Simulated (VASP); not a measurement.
**SiNi under changes of volume**

One of the cells (11.514 Å³/atom); the others are scaled copies at fixed shape and fractional positions:

```
Ni Si
1.0
     2.96226    0.00000    0.00000
     0.00000    3.30205    0.00000
     0.00000    0.00000    4.70842
Ni Si
2 2
Direct
  0.50000 0.50000 0.34250
  0.00000 0.00000 0.65750
  0.50000 0.50000 0.84314
  0.00000 0.00000 0.15686
```

The cell is a database's computed one.

* Program: VASP 6.6.1
* Functional: PBE
* Potentials or basis: VASP PAW PBE potentials, release 64 (Ni, Si)
* Cutoff: 520 eV
* k mesh: 9 × 8 × 6
* Occupations: fermi-dirac, width 0.05 eV
* Spin: collinear spin, ferromagnetic start
* Starting moments: [1.0, 1.0, 0.0, 0.0] μB

```csv
volume (Å³/atom),energy over the lowest point (meV/atom),pressure (GPa),largest force (eV/Å)
10.611,66.54,21.8,0.259
10.837,39.77,16.2,0.189
11.062,20.46,11.2,0.124
11.514,1.23,2.7,0.014
11.740,0.00,-0.9,0.049
11.965,?,?,?
```

Task: What does the run at 11.965 Å³/atom give?

Result: Energy over the lowest point 3.58 meV/atom; pressure -4.1 GPa; largest force 0.097 eV/Å.

Worked out: A Birch-Murnaghan fit of order 3 (a polynomial in V^(-2/3)) to the other rows has its minimum at 11.68 Å³/atom with B0 = V·E''(V) = 183 GPa and B' = 4.5 at fixed shape and positions, which overstates the stiffness. It gives 3.64 meV/atom at 11.965 Å³/atom, against the run's 3.58, and -dE/dV = -4.2 GPa, against -4.1.

Energies are extrapolated to zero smearing.
